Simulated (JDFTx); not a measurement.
## Pt under changes of volume

One of the cells (15.080 Å³/atom); the others are scaled copies at fixed shape and fractional positions:

```
Pt
1.0
     0.00000    1.96090    1.96090
     1.96090    0.00000    1.96090
     1.96090    1.96090    0.00000
Pt
1
Direct
  0.00000 0.00000 0.00000
```

* Program: JDFTx 1.7.0 (patched build)
* Functional: PBEsol
* Potentials or basis: PseudoDojo-SR-PBEsol-0.4.1-standard with smoothed tails
* Cutoff: 1143 eV
* Density cutoff: 4572 eV
* k mesh: 12 × 12 × 12
* Occupations: fermi-dirac, width 0.05 eV
* Spin: no spin polarisation

| volume (Å³/atom) | energy over the lowest point (meV/atom) | pressure (GPa) |
| --- | --- | --- |
| 14.175 | 47.33 | 19.3 |
| 14.477 | 18.48 | 11.6 |
| 14.778 | 3.24 | 4.8 |
| 15.080 | 0.00 | -1.2 |
| 15.381 | ? | ? |
| 15.683 | 24.08 | -11.1 |
| 15.985 | 49.03 | -15.2 |

Q: What does the run at 15.381 Å³/atom give?

A: Energy over the lowest point 7.36 meV/atom; pressure -6.5 GPa.

Worked out: A Birch-Murnaghan fit of order 3 (a polynomial in V^(-2/3)) to the other rows has its minimum at 15.02 Å³/atom with B0 = V·E''(V) = 287 GPa and B' = 5.2. It gives 7.35 meV/atom at 15.381 Å³/atom, against the run's 7.36, and -dE/dV = -6.5 GPa, against -6.5.

Energies are extrapolated to zero smearing.
